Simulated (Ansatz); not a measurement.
I need a phonon calculation by linear response of LiCl, space group P6_3mc. Use Ansatz's Python interface. Level of theory: LDA, PAW, cutoff 571 eV, 6×6×4 k-points, Fermi-Dirac smearing of 0.02 eV.

```cif
data_structure
_symmetry_space_group_name_H-M 'P 1'
_symmetry_Int_Tables_number 1
_cell_length_a 3.9249
_cell_length_b 3.9249
_cell_length_c 6.3572
_cell_angle_alpha 90.000
_cell_angle_beta 90.000
_cell_angle_gamma 120.000
_cell_volume 84.81
loop_
_atom_site_label
_atom_site_type_symbol
_atom_site_fract_x
_atom_site_fract_y
_atom_site_fract_z
_atom_site_occupancy
Li1 Li 0.66667 0.33333 0.87602 1
Li2 Li 0.33333 0.66667 0.37602 1
Cl1 Cl 0.66667 0.33333 0.49898 1
Cl2 Cl 0.33333 0.66667 0.99898 1
```

`licl_dfpt.py`
```python
'''DFPT phonons of LiCl.'''

from pathlib import Path

import ansatz as az
import numpy as np


def main() -> None:
    lattice = az.Lattice.of(
        (3.92488, 0.0, 0.0),
        (-1.96244, 3.39905, 0.0),
        (0.0, 0.0, 6.35716),
    )
    sites = [
        ('Li', (2 / 3, 1 / 3, 0.87602)),
        ('Li', (1 / 3, 2 / 3, 0.37602)),
        ('Cl', (2 / 3, 1 / 3, 0.49898)),
        ('Cl', (1 / 3, 2 / 3, 0.99898)),
    ]
    xtal = az.Crystal(lattice=lattice)
    for symbol, position in sites:
        xtal = xtal.atom(symbol, position)

    base = (
        xtal.calculation()
        .occupations('Fermi-Dirac', width=0.02)
        .functional('lda')
        .basis(21 * az.Ha)
        .kpoints(6, 6, 4)
        .phonons('dfpt', points=[(0, 0, 0), (0.5, 0.5, 0.5), (0.5, 0.5, 0)])
    )
    res = base.run(runs_dir='runs')
    ph = res.phonons

    for q in ph.qpoints:
        thz = np.asarray(q.omega_inv_cm) / 33.35641
        print('q = ({:.2f}, {:.2f}, {:.2f})'.format(*q.q_frac), np.round(thz, 2) + 0.0, 'THz')


if __name__ == '__main__':
    main()
```

Output of `python licl_dfpt.py`:
```text
RunWarning: eigensolver did not converge (k=6): 1 band(s) unlocked after 20 sweeps at ethr=1.00e-12 eV (lowest unlocked band 13, counted from 0; max residual 1.95e-5 eV among the unlocked bands, [...]
q = (0.00, 0.00, 0.00) [ 0.    0.    0.    2.18  2.18  5.09  8.43  8.46  8.46  8.67  8.67 10.49] THz
q = (0.50, 0.50, 0.50) [ 2.6   2.6   2.74  2.74  4.97  4.97  8.35  8.35  8.39  8.39 11.09 11.09] THz
q = (0.50, 0.50, 0.00) [ 2.11  2.87  3.21  4.01  4.42  4.77  8.29  8.4   8.42  8.5  10.58 10.66] THz
```
(Warnings from the package without file and line, shortened.)

The cell isn't relaxed first, so the values belong to this volume. No non-analytic term is added, so at the zone centre the longitudinal optical modes of a polar crystal aren't split off. This cell is a computed structure, which may not be the phase found in nature. The structure is taken as given; imaginary modes can come from an unrelaxed or unstable start. Timing: 110 s on 1 thread of Arm Neoverse V1 (shared host), peak memory 0.67 GiB.

(Lines on the test bed's own set-up are left out of the output.)
